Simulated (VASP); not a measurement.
# NaH under changes of volume

One of the cells (14.817 Å³/atom); the others are scaled copies at fixed shape and fractional positions:

```xyz
2
Lattice="0.0000 2.4562 2.4562 2.4562 0.0000 2.4562 2.4562 2.4562 0.0000" Properties=species:S:1:pos:R:3 pbc="T T T"
Na    0.0000    0.0000    0.0000
H     2.4562    2.4562    2.4562
```

| Property | Result |
| --- | --- |
| Program | VASP 6.6.1 |
| Functional | PBE |
| Potentials or basis | VASP PAW PBE potentials, release 64 (Na_pv, H) |
| Cutoff | 520 eV |
| k mesh | 9 × 9 × 9 |
| Occupations | fermi-dirac, width 0.05 eV |
| Spin | no spin polarisation |

```csv
volume (Å³/atom),energy over the lowest point (meV/atom),pressure (GPa),gap on the mesh (eV)
13.655,?,?,?
13.946,0.11,0.2,4.09
14.236,0.00,-0.2,4.05
14.817,2.22,-1.1,3.97
15.108,4.40,-1.4,3.94
15.398,7.21,-1.8,3.90
```

Task: What does the run at 13.655 Å³/atom give?

Result: Energy over the lowest point 1.14 meV/atom; pressure 0.8 GPa; gap on the mesh 4.13 eV.

Worked out: A Birch-Murnaghan fit of order 3 (a polynomial in V^(-2/3)) to the other rows has its minimum at 14.13 Å³/atom with B0 = V·E''(V) = 23 GPa and B' = 3.6. It gives 1.14 meV/atom at 13.655 Å³/atom, against the run's 1.14, and -dE/dV = 0.8 GPa, against 0.8. A straight line through the other rows of the gap, of slope -1.91 eV per unit of ln V, extrapolates to 4.13 eV, against the run's 4.13.

Energies are extrapolated to zero smearing.

Caveats: an odd mesh through Γ misses points on the zone boundary, where band edges often lie.
